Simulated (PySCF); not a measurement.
Isomers of C6H7N, one GFN2-xTB conformer each. Single-point energies are computed at PBE0/pcSseg-1 (PySCF, gas phase, no added dispersion term), electronic only.

Question: Rank them by PBE0/pcSseg-1 energy, lowest first (kJ/mol).
A. `Nc1ccccc1` (aniline)
B. `C#CC1CC(=N)C1`

Answer: A (0.0), B (318.2).

As drawn, the lower has an aromatic ring, which the higher lacks; the higher has a four-membered ring, a C≡C bond and a C=N bond, which the lower lacks. GFN2-xTB itself gives, in the same order: 0.0, 244.2. Both levels put the same isomer lowest.

Question: Which frontier levels, dipoles and rotational constants go with these structures?

Answer: 
```json
{"SMILES": "Nc1ccccc1", "HOMO (eV, PBE0/pcSseg-1)": "-5.87", "LUMO (eV)": "0.03", "dipole (D)": "1.78", "A, B, C (MHz)": "5685, 2640, 1805"}
{"SMILES": "C#CC1CC(=N)C1", "HOMO (eV, PBE0/pcSseg-1)": "-7.24", "LUMO (eV)": "-0.21", "dipole (D)": "1.79", "A, B, C (MHz)": "7965, 1606, 1513"}
```
